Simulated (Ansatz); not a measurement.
**Converging the k-point mesh: RuO2 (Cmm2, 6 atoms in the cell)**

```yaml
crystal:
  lattice:
    - [4.50347, 0.00000, 0.00000]
    - [0.00000, 4.50347, 0.00000]
    - [0.00000, 0.00000, 3.11933]
  atoms:
    - { symbol: Ru, position: [0.00000, 0.00000, 0.01603] }
    - { symbol: Ru, position: [0.50000, 0.50000, 0.50000] }
    - { symbol: O, position: [0.30600, 0.30600, 0.00000] }
    - { symbol: O, position: [0.80600, 0.19400, 0.50000] }
    - { symbol: O, position: [0.19400, 0.80600, 0.50000] }
    - { symbol: O, position: [0.69400, 0.69400, 0.00000] }
```

Method of the run: PBEsol, default PAW files made with PBE (plane waves; Ansatz, a quantum-chemistry and plane-wave program).

Base settings: basis.ecutwfc = 420 eV; kpoints.mp_grid.grid = 7 7 11; hamiltonian.xc = pbesol; hamiltonian.pseudopotentials = {kind: paw} (the program's default PAW files); scf.occupations.method = gaussian; scf.occupations.width = 0.1 eV.

The second cell is the first with its lattice scaled by 0.98.

Only quantities that move along the ladder and can be compared are tabulated.

The starting cell has typed, rounded lattice constants, without a prior relaxation at this level. Its lattice was rescaled by up to half a per cent. One atom was moved a little off its site on purpose. Spin polarisation is off. In the base run, with a pressure of about -7 GPa the cell is away from its equilibrium volume at this level. In the base run, forces exceed 1 eV/Å. Ansatz's pressure includes its estimate of the finite-basis (Pulay) stress.

```csv
kpoints.mp_grid.grid,free energy less the last step's (meV/atom),energy of the compressed cell less the first (meV/atom),pressure (GPa),largest difference of a force vector from the last step's (eV/Å)
1 1 2,-7.79,-9.43,-10.52,2.187
2 2 2,-56.03,-2.54,-9.17,1.238
2 2 3,14.83,9.02,-6.31,0.243
3 3 4,5.00,8.04,-6.51,0.095
3 3 5,3.19,7.03,-6.73,0.142
4 4 5,-0.32,6.61,-6.83,0.055
4 4 6,1.02,6.96,-6.75,0.052
5 5 7,1.22,7.06,-6.74,0.037
6 6 8,0.52,6.94,-6.75,0.003
6 6 9,0.95,7.01,-6.73,0.024
7 7 10,-0.12,6.97,-6.76,0.007
7 7 11,-0.04,6.90,-6.76,0.009
8 8 11,0.23,6.95,-6.75,0.004
9 9 12,-0.04,6.90,-6.76,0.006
10 10 14,0.05,6.91,-6.76,0.002
11 11 15,0.01,6.93,-6.76,0.002
12 12 17,-0.01,6.94,-6.76,0.002
13 13 19,0.00,6.92,-6.76,0.001
14 14 21,-0.01,6.92,-6.76,0.000
16 16 23,0.00,6.93,-6.76,0.000
18 18 25,-0.01,6.93,-6.76,0.000
20 20 28,0.00,6.93,-6.76,0.000
22 22 31,0.00,6.93,-6.76,0.000
24 24 34,0.00,6.93,-6.76,0.000
```

Coarsest kpoints.mp_grid.grid that holds the free energy within 2 meV/atom of the last step, with all finer ones: 4 4 5; the step before is off by 3.2 meV/atom.

Coarsest kpoints.mp_grid.grid that holds the energy of the compressed cell less the first within 1 meV/atom of the last step, with all finer ones: 3 3 5; the step before is off by 1.1 meV/atom.

Coarsest kpoints.mp_grid.grid that holds the pressure within 0.5 GPa of the last step, with all finer ones: 2 2 3; the step before is off by 2.4 GPa.

The energy difference between the two cells stays within 1 meV/atom of the last step's from 3 3 5 on, the total only from 6 6 8 on: much of the error is common to both cells and cancels.

Keys are those of Ansatz 0.2.
